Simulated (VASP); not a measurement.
Consider the following.

```xyz
2
Lattice="0.0000 3.0842 3.0842 3.0842 0.0000 3.0842 3.0842 3.0842 0.0000" Properties=species:S:1:pos:R:3 pbc="T T T"
Al     0.0000     0.0000     0.0000
Sb     1.5421     1.5421     1.5421
```

Method: PBEsol GGA, VASP's PBE PAW potentials (set 64) (plane waves; VASP). Settings: 530 eV cut-off, 7×7×7 Γ-centred mesh, Gaussian smearing of 0.050 eV, potentials Al Sb.

Question: Give the elastic stiffness tensor with the ions relaxed (GPa, in the frame of the cell).

Answer: 
|  | xx | yy | zz | yz | xz | xy |
|---|---|---|---|---|---|---|
| xx | 80.7 | 40.6 | 40.6 | 0.0 | 0.0 | 0.0 |
| yy | 40.6 | 80.7 | 40.6 | 0.0 | 0.0 | 0.0 |
| zz | 40.6 | 40.6 | 80.7 | 0.0 | 0.0 | 0.0 |
| yz | 0.0 | 0.0 | 0.0 | 36.8 | 0.0 | 0.0 |
| xz | 0.0 | 0.0 | 0.0 | 0.0 | 36.8 | 0.0 |
| xy | 0.0 | 0.0 | 0.0 | 0.0 | 0.0 | 36.8 |

Question: Predict the Hill bulk modulus, Hill shear modulus, Young's modulus, Poisson's ratio.

Answer: 
```json
{
  "hill_bulk_modulus": "54.0 GPa",
  "hill_shear_modulus": "288 kbar",
  "Young's modulus": "73.4 GPa",
  "Poisson's ratio": "0.273"
}
```

Measured: C11 87.7 GPa (computed value off by -7.9 %), C12 43.4 GPa (computed value off by -6.5 %), C44 40.8 GPa (computed value off by -9.8 %), as given by Oses et al., (2018), arXiv:1811.08464. The calculation is for a static lattice, while the measured C11, C12, C44 hold thermal and zero-point effects, which are part of the difference.

The compound is AlSb in the zinc blende structure. It was relaxed first.
